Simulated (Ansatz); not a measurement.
## Fe: single point with PBE

Crystal: Fe.

```xyz
1
Lattice="-1.4430 1.4430 1.4430 1.4430 -1.4430 1.4430 1.4430 1.4430 -1.4430" Properties=species:S:1:pos:R:3 pbc="T T T"
Fe    0.0000    0.0000    0.0000
```

```
Program             : Ansatz 0.2.0
Task                : single point
Functional          : PBE
Potentials or basis : Ansatz PAW
Cutoff              : 420 eV (not typed: the program's choice for these potentials)
k mesh              : 13 × 13 × 13
Occupations         : gaussian, width 0.05 eV
Spin                : collinear spin, ferromagnetic start
Starting moments    : [3.0] μB
```

| Property | Result |
| --- | --- |
| Pressure | -9.5 GPa |
| Band gap on the k mesh | none (metal or under the smearing width) |
| Net moment | 2.25 μB per cell |
| Absolute moment | 2.39 μB per cell |
| Site moments | Fe +2.31 μB |

Levels at points of the mesh, in eV from the Fermi level:
Spin up:
| k point | band 6 | band 7 | band 8 | band 9 | band 10 | band 11 | band 12 | band 13 |
| --- | --- | --- | --- | --- | --- | --- | --- | --- |
| (0.00, 0.00, 0.00) | -2.18 | -2.18 | -2.18 | -1.07 | -1.07 | 23.91 | 23.91 | 23.91 |
Spin down:
```
           k point  band 5  band 6  band 7  band 8  band 9  band 10
(0.00, 0.00, 0.00)   -8.04   -0.19   -0.19   -0.19    1.77     1.77
```

Wall time 3 s on 2 threads of Intel(R) Xeon(R) Processor @ 2.70GHz (shared host), peak memory 0.31 GiB.
